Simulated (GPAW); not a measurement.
## BaS (Fm-3m): refractive index against wavelength

The refractive index of BaS (Fm-3m) below the direct gap (2.30 eV on the mesh) is read from one computed spectrum, n = √(Re ε).

The structure is cubic, space group Fm-3m (No. 225). Conventional cell: a = 6.388 Å, b = 6.388 Å, c = 6.388 Å, α = 90.00°, β = 90.00°, γ = 90.00°. Ba on site a is surrounded by 6 S at 3.19 Å. S on site b is surrounded by 6 Ba at 3.19 Å.

Method: GPAW 26.7.0, PBE, RPA, k-mesh 9×9×9, local fields up to 60 eV, Lorentzian half width 0.15 eV.

Launch of the response step: `OMP_NUM_THREADS=1 python df.py`. The run took 73 s, its band step included, on 1 thread of Arm Neoverse V1 (shared host).

| wavelength (nm) | photon energy E (eV) | n |
| --- | --- | --- |
| 3000 | 0.413 | 2.1235 |
| 2000 | 0.620 | 2.1301 |
| 1550 | 0.800 | ? |
| 1310 | 0.946 | 2.1467 |
| 1064 | 1.165 | 2.1628 |
| 850 | 1.459 | 2.1927 |

In the single-oscillator model n² − 1 = E₀E_d/(E₀² − E²), so 1/(n² − 1) = E₀/E_d − E²/(E₀E_d) is linear in E².

Working, on the rows shown:

| x = E² (eV²) | y = 1/(n² − 1) |
| --- | --- |
| 0.170801 | 0.284961 |
| 0.384302 | 0.282699 |
| 0.895757 | 0.277137 |
| 1.35784 | 0.271909 |
| 2.12762 | 0.26261 |

Means: x̄ = 0.98727, ȳ = 0.27586. Σ(x − x̄)(y − ȳ) = -0.02825, Σ(x − x̄)² = 2.476. Slope = -0.02825 / 2.476 = -0.01141; intercept = ȳ − slope · x̄ = 0.28712. Turned back into n, the line misses the rows shown by at most 0.00085.

Problem. Fill in the last column of the withheld row.

Solution. At x = 0.63984 the line gives y = 0.27983, that is 2.1386. The run gave 2.1382, so the interpolation is off by 0.00041, 0.6 % of the range in the table.

Refitted with all rows, the slope is -0.01142 and the intercept 0.28716. These give E₀ = √(intercept/−slope) = 5.01 eV and E_d = E₀/intercept = 17.5 eV; E₀ is 2.2 times the direct gap. The electronic limit at long wavelengths, without lattice vibrations, is n = √(1 + 1/intercept) = 2.117. Excitons are left out; PBE gaps are as a rule too small. The values come from a sum over the points of one k-mesh and carry its error, which grows as the direct gap shrinks. Spin-orbit coupling is left out.
